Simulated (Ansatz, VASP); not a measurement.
# ZnSe (Stilleite) in two plane-wave programs

Wanted: the spread between two codes on one cell, functional and k mesh.

Main program and level: Ansatz 0.2.0; plane waves, with VASP 6.6.1 beside it; G0W0 gap at PBE.

## 1. The structure

It takes space group F-43m (No. 216, cubic). Conventional cell: a = 5.668 Å, b = 5.668 Å, c = 5.668 Å, α = 90.00°, β = 90.00°, γ = 90.00°. Nearest to Se lie 4 Zn at 2.45 Å. Nearest to Zn lie 4 Se at 2.45 Å. Farther neighbours and most contacts between anions are not listed.

## 2. Ansatz: G0W0 gap, PBE

Ansatz runs on its default PAW (the set named soft_2) files.

Quasiparticle shifts depend on high empty states and on the cores, so they are the hardest test of two PAW sets.

input.yaml

```yaml
crystal:
  lattice:
    - [0.0, 2.8338, 2.8338]
    - [2.8338, 0.0, 2.8338]
    - [2.8338, 2.8338, 0.0]
  atoms:
    - { symbol: Se, position: [0.75, 0.75, 0.75] }
    - { symbol: Zn, position: [0.0, 0.0, 0.0] }
hamiltonian:
  xc: pbe
  pseudopotentials: { kind: paw }
kpoints:
  mp_grid: { grid: [6, 6, 6] }
scf:
  occupations: { method: fixed }
gw:
  n_empty_bands: 183
  ecut_chi: 150.0
  qp_bands: [v2, c2]
  qp_kpoints: band_edges
  screening: { model: contour_deformation }
```

Command:

```bash
$ ansatz run input.yaml --threads 4 --pin off --max-ram 9216MiB --backend cpu --events-out ev --progress --plain --runs-dir out
```

Numbers of over 12 decimals in the logs are rounded to 6 here.

The program printed:

```text
Engine: ansatz 0.2.0, aarch64-unknown-linux-gnu
Pseudopotentials: kind: paw
Pseudopotential: Se, paw, valence charge 16, recommended cutoff 420 eV (normal), Se.paw.azcp
Pseudopotential: Zn, paw, valence charge 12, recommended cutoff 420 eV (normal), Zn.paw.azcp
Functional definition: PBE
  parameter kappa = 0.804
  parameter beta = 0.066725
  exchange = pbe_x(kappa = kappa, mu = beta*pi^2/3)
  correlation = pbe_c(beta = beta)
Crystal: 2 atoms, lattice volume = 45.513 Å³
Basis set: ecut = 420 eV, 893 PW (Γ)
Bands: 18, of which v1, the nominal top of the filled ones, is band 14 counted from 1 (13 counted from 0)
Symmetry: 24 space group operations
Space group: F-43m (ITA 216), of the structure as read, at distance tolerance 3.6e-5 Å
k-points: 16 of 216 (time reversal used)
Non-local potential: Se, projectors of the file, l = 0: 2, l = 1: 2, l = 2: 3, l = 3: 1
Non-local potential: Zn, projectors of the file, l = 0: 2, l = 1: 2, l = 2: 3, l = 3: 1
PAW form: soft (Blöchl's): semilocal exchange-correlation on the pseudo side does not see the compensation charge
PAW one-centre angular grid: Se, 590 points (default); XC on 64 Gauss nodes
PAW one-centre angular grid: Zn, 590 points (default); XC on 64 Gauss nodes
Initial density: superposition of atomic densities (neutral atoms: chi_scale 0, normalization atom), corrected by the library's trained network
Initial wavefunctions: pseudopotential atomic-orbital guess
Functional: x = pbe(κ = 0.804, μ = 0.219515), c = pbe(β = 0.066725)
SCF iter   1: F=—  HF=-8789.521195 eV  |F-HF|=—  |Δ(HF+E_count)|=         —  Δρ=6.58e-4  dr2=2.71e-4  ethr=1.77e-3  ⟨swp⟩=5.0  Hψ=1313  notcnv=0  defer=28
preconditioner: auto → none  [insulator: Δε(μ)=1.281 eV  Ē_g=11.918 eV  n_scr=14 (ndim 8)  ℏωp=23.4 eV  f_vac=0.121  ε∞_Penn≈4.8]
SCF iter   2: F=—  HF=-8789.521086 eV  |F-HF|=—  |Δ(HF+E_count)|=   1.09e-4  Δρ=3.19e-4  dr2=2.43e-5  ethr=9.68e-7  ⟨swp⟩=2.0  Hψ=676  notcnv=0  defer=28
SCF iter   3: F=—  HF=-8789.521103 eV  |F-HF|=—  |Δ(HF+E_count)|=   1.73e-5  Δρ=1.43e-4  dr2=4.33e-6  ethr=8.68e-8  ⟨swp⟩=2.3  Hψ=480  notcnv=0  defer=17
SCF iter   4: F=—  HF=-8789.521106 eV  |F-HF|=—  |Δ(HF+E_count)|=   2.56e-6  Δρ=6.73e-5  dr2=7.11e-7  ethr=1.54e-8  ⟨swp⟩=2.0  Hψ=416  notcnv=0  defer=24
SCF iter   5: F=—  HF=-8789.521109 eV  |F-HF|=—  |Δ(HF+E_count)|=   2.93e-6  Δρ=1.93e-5  dr2=1.76e-7  ethr=2.54e-9  ⟨swp⟩=2.0  Hψ=512  notcnv=0  defer=27
SCF iter   6: F=-8789.521109 eV  HF=-8789.521109 eV  |F-HF|=8.28e-9  |Δ(HF+E_count)|=   1.77e-7  Δρ=3.72e-6  dr2=4.45e-9  ethr=3.57e-10  ⟨swp⟩=5.3  Hψ=1069  notcnv=0
SCF 1 converged in 6 iterations: F = -8789.521109 eV  dr2 = 4.45e-9
  greatest PAW one-centre occupation: 1.000 electrons in one spin orbital (limit 2), on the Se atom at site 0 (counted from 0), in its partial waves of l = 2
NSCF: frozen V_eff on 16 k-points
G₀W₀ screening: q 1/16
G₀W₀ screening: q 2/16 (q-point 6)
G₀W₀ screening: q 3/16 (q-point 7)
G₀W₀ screening: q 4/16 (q-point 8)
G₀W₀ screening: q 5/16 (q-point 11)
G₀W₀ screening: q 6/16 (q-point 14)
G₀W₀ screening: q 7/16 (q-point 15)
G₀W₀ screening: q 8/16 (q-point 9)
G₀W₀ screening: q 9/16 (q-point 12)
G₀W₀ screening: q 10/16 (q-point 16)
G₀W₀ screening: q 11/16 (q-point 2)
G₀W₀ screening: q 12/16 (q-point 3)
G₀W₀ screening: q 13/16 (q-point 5)
G₀W₀ screening: q 14/16 (q-point 10)
G₀W₀ screening: q 15/16 (q-point 4)
G₀W₀ screening: q 16/16 (q-point 13)
G₀W₀ self-energy: k 1/9
G₀W₀ self-energy: k 2/9
G₀W₀ self-energy: k 3/9
G₀W₀ self-energy: k 4/9
G₀W₀ self-energy: k 5/9
G₀W₀ self-energy: k 6/9
G₀W₀ self-energy: k 7/9
G₀W₀ self-energy: k 8/9
G₀W₀ self-energy: k 9/9
NSCF: frozen V_eff on 1 k-points
NSCF: frozen V_eff on 1 k-points
SCF converged after 6 iterations
Free energy (F): -8789.521109 eV
Harris-Foulkes:  -8789.521109 eV  (|F-HF|=8.28e-9)
Internal energy: -8789.521109 eV  (E = F + TS)
E sigma→0 (E₀):  -8789.521109 eV
Fermi energy:    6.781844 eV
--- Per-component energies (eV) ---
  E_band       = -381.336613
  E_kinetic    = 250.174456
  E_local      = -4391.044321  (includes V_loc(G=0)·N_el)
  E_nonlocal   = 18.364444
  E_hartree    = 2034.796040
  E_xc         = -241.519270
  E_vxc        = -150.313901  (∫ρ·V_xc dr)
  E_paw        = -3739.348723  (= ΣΔE_a)
  E_vpaw       = -178.107792  (= ΣTr[D̂ρ^β])
  E_aug_tail   = -0.000889  (compensation charges beyond the density's cutoff)
  E_ewald      = -2720.942845
  E_smearing   = -0.000000  (= −TS)
  E_closure    = 0.000000  (closes the sum)
  Σ components = -8789.521109   (vs F -8789.521109, Δ=0.00e0)
--- Band table (eV; the first three rows and the last of 16) ---
  k-point 0: bands = [... 10 lower, 0.6109, 6.7818, 6.7818, 6.7818, 8.0685, 12.5901, 12.5901, 12.5901]
  k-point 1: bands = [... 10 lower, 0.6091, 4.8772, 6.5293, 6.5293, 9.3310, 12.6562, 12.9923, 12.9923]
  k-point 2: bands = [... 10 lower, 0.6173, 2.7261, 6.1016, 6.1016, 9.4620, 13.2644, 13.2644, 14.3490]
  k-point 15: bands = [... 10 lower, 0.8813, 2.0780, 4.1580, 4.2294, 11.2516, 11.5899, 15.0497, 15.3872]
--- G₀W₀: contour deformation, 7 samples at zero and on the imaginary axis and 3 off it, 216 q-points, 183 empty bands' worth ---
  eigenvalues of the whole cell's RPA ε∞ on this k-mesh (on a slab, of 1 + 4πα/V) = 8.5242, 8.5242, 8.5242; static W/v taken at q = 0 is 0.117313
  bands read: the sum over 197 bands ends inside a degenerate multiplet in 1 slot, whose members it reads at an even weight; the widest, k=9: bands 197 to 198 (counted from 1) at 1/2 each
  gw.qp_kpoints: band_edges: 9 of 16 stored k-points solved, in 1 pass; an edge of the gap read off the rows below is read off those points alone
    valence top: of the k-points left out ik 7 came nearest to being solved in a further pass, in band 14 (counted from 1, as in the quasiparticle table): it holds the edge there only if its correction is more favourable than any solved in that band by at least 0.899 eV; those differ by 0.081 eV
    conduction bottom: of the k-points left out ik 10 came nearest to being solved in a further pass, in band 15 (counted from 1, as in the quasiparticle table): it holds the edge there only if its correction is more favourable than any solved in that band by at least 1.925 eV; those differ by 0.347 eV
    ik  band        ε_KS         Σx   Σc(E_QP)       V_xc       Z   E_QP_lin       E_QP  E_QP is
     0    13      6.7818   -21.7965     2.0807   -18.8736  0.7636     5.9164     5.9397  root
     0    14      6.7818   -21.7965     2.0807   -18.8736  0.7636     5.9164     5.9397  root
     0    15      8.0685    -9.7759    -3.8009   -13.7972  0.7922     8.2899     8.2890  root
     0    16     12.5901    -6.9764    -4.4565   -11.6525  0.7737    12.8107    12.8096  root
     1    13      6.5293   -21.3417     2.1192   -18.3668  0.7622     5.6488     5.6737  root
     1    14      6.5293   -21.3417     2.1192   -18.3668  0.7622     5.6488     5.6737  root
     1    15      9.3310    -9.9834    -3.8658   -14.0644  0.7849     9.5471     9.5462  root
     1    16     12.6562    -7.6830    -4.4342   -12.2972  0.7710    12.8371    12.8363  root
     2    13      6.1016   -20.6532     2.2031   -17.5721  0.7593     5.1960     5.2237  root
     2    14      6.1016   -20.6532     2.2031   -17.5721  0.7593     5.1960     5.2237  root
     2    15      9.4620    -8.8709    -4.0239   -13.1327  0.7877     9.7011     9.7000  root
     2    16     13.2644    -7.1876    -4.5392   -11.9315  0.7650    13.4701    13.4690  root
     3    13      5.9139   -20.3421     2.2361   -17.2197  0.7580     4.9988     5.0276  root
     3    14      5.9139   -20.3421     2.2361   -17.2197  0.7580     4.9988     5.0276  root
     3    15      9.3251    -8.9261    -3.9692   -13.1236  0.7887     9.5544     9.5534  root
     3    16     13.1699    -7.1737    -4.4421   -11.7989  0.7675    13.3539    13.3530  root
     4    13      6.0934   -20.6894     2.2069   -17.6050  0.7593     5.1882     5.2160  root
     4    14      6.0934   -20.6894     2.2069   -17.6050  0.7593     5.1882     5.2160  root
     4    15     10.0599   -10.8597    -3.9327   -15.0252  0.7777    10.2938    10.2927  root
     4    16     11.4599    -6.6800    -4.1964   -11.0167  0.7844    11.6006    11.6002  root
     6    13      4.8868   -19.6691     2.4821   -16.2782  0.7483     3.9435     3.9779  root
     6    14      5.5306   -19.8161     2.3201   -16.5937  0.7547     4.5970     4.6283  root
     6    15     10.4266    -9.2281    -4.1020   -13.5674  0.7811    10.6651    10.6639  root
     6    16     12.5496    -7.2305    -4.3542   -11.7190  0.7709    12.6843    12.6838  root
[...]
9    13      5.0428   -19.1872     2.4412   -15.8279  0.7494     4.0898     4.1248  root
     9    14      5.0428   -19.1872     2.4412   -15.8279  0.7494     4.0898     4.1248  root
     9    15     10.2061    -7.0174    -3.8303   -10.8995  0.7925    10.2579    10.2579  root
     9    16     10.6989    -8.9352    -4.0708   -13.1932  0.7802    10.8868    10.8860  root
    12    13      4.5963   -18.3312     2.4962   -14.9114  0.7447     3.6360     3.6728  root
    12    14      4.5963   -18.3312     2.4962   -14.9114  0.7447     3.6360     3.6728  root
    12    15      9.7689    -7.0735    -3.6121   -10.6427  0.7958     9.7261     9.7260  root
    12    16     10.2461    -8.9882    -3.8882   -13.0504  0.7852    10.4207    10.4201  root
```

The job ended after 1.9 min (4 threads of Arm Neoverse V2, shared host; peak memory 0.69 GiB; 7.1 min of CPU time).

The column dr2 measures how far the density is from self-consistency, as an energy; F and HF (Harris–Foulkes) agree once it is small.

[end of part 1 of 2]

[Lines on the potential files, build, host, timing and source positions are cut from VASP's logs without a mark.]

[Logs are printed without paths, hosts, clocks, repeated set-up lines and the standing remarks that a program may print on its own settings, such as how far it seeks lower states.]

[Hosts, paths, dates, database ids (printed as entryN), source tags and the programs' standing remarks are cut or masked in the printed files.]
